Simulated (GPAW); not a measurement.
The system is Nb.

```
Nb
1.0
    -1.66395    1.66395    1.66395
     1.66395   -1.66395    1.66395
     1.66395    1.66395   -1.66395
Nb
1
Direct
  0.00000 0.00000 0.00000
```

Base run:

| Item | Value |
| --- | --- |
| Program | GPAW 26.7.0 |
| Functional | r2SCAN |
| Potentials or basis | GPAW PAW data sets (gpaw-data 1.2.1) |
| Cutoff | 600 eV |
| Basis | pw |
| k mesh | 11 × 11 × 11 |
| Occupations | fermi-dirac, width 0.05 eV |
| Spin | no spin polarisation |

Its results: pressure -3.3 GPa.

The run is repeated on the same cell with these changes: functional from r2SCAN to PBE; occupations from fermi-dirac, width 0.05 eV to gaussian, width 0.027 eV. What comes out?

Pressure -2.5 GPa.

Caveats: the PAW data sets were made with another functional, which shifts forces and pressure a little (some runs).
